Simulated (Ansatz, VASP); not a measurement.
# Mg in VASP and in Ansatz

Contents of INCAR:

```
SYSTEM = Mg
ALGO = Normal
EDIFF = 1E-7
EDIFFG = -0.01
ENCUT = 600
GGA = PE
IBRION = 2
ISIF = 3
ISMEAR = 0
LASPH = .True.
LCHARG = .False.
LREAL = .False.
LWAVE = .False.
NELM = 100
NSW = 100
PREC = Accurate
SIGMA = 0.1
```

KPOINTS

```
k-points
0
Gamma
  12 12 16
  0 0 0
```

File POSCAR:

```
Mg
1.0
    5.6574447761     -0.0000000036      0.0000000000
   -2.8287223849      4.8994908984      0.0000000000
    0.0000000000      0.0000000000      3.0820676219
Mg
3
Direct
    0.0000000000      0.5000000000      0.3333333333
    0.5000000000      0.5000000000      0.6666666667
    0.5000000000      0.0000000000      0.0000000000
```

Input for Ansatz:

```yaml
crystal:
  lattice:
    - [5.6574447761, -3.6e-09, 0.0]
    - [-2.8287223849, 4.8994908984, 0.0]
    - [0.0, 0.0, 3.0820676219]
  atoms:
    - { symbol: Mg, position: [0.0, 0.5, 0.3333333333] }
    - { symbol: Mg, position: [0.5, 0.5, 0.6666666667] }
    - { symbol: Mg, position: [0.5, 0.0, 0.0] }
basis:
  ecutwfc: 420
kpoints:
  mp_grid: { grid: [12, 12, 16] }
hamiltonian:
  xc: pbe
scf:
  occupations: { method: gaussian, width: 0.1 }
output:
  forces: true
  stress: true
  eigenvalues: true
  write_density: true
  write_potential: true
  elf: true
  volumetric_format: npy
relax:
  adjacent_minimum: "off"
  f_tol: 0.01
  max_steps: 80
  cell: { stress_tol: 0.05 }
```

Alike in both runs: task relaxation of cell and atoms; functional PBE; k mesh 12 × 12 × 16; occupations gaussian, width 0.1 eV; no spin polarisation.

|  | VASP | Ansatz |
| --- | --- | --- |
| version | VASP 6.6.1 | Ansatz 0.2.0 |
| potentials or method | VASP PAW PBE potentials, release 64 (Mg) | scalar-relativistic, plane waves, PAW |
| plane-wave cutoff (eV) | 600 | 420 |
| valence electrons in the cell | 6 | 30 |

|  | VASP | Ansatz | Ansatz less VASP |
| --- | --- | --- | --- |
| gap on the k mesh at the Fermi level, each at its own relaxed structure (eV) | none | none | - |
| relaxed volume (Å³/atom) | 28.42 | 28.54 | +0.123 |
| relaxed cell length with the largest relative difference (Å) | 5.676 | 5.686 | +0.0098 |

A gap of «none» marks a metal or a gap that the smearing closes. The two sets of potentials don't hold the same shells in valence.
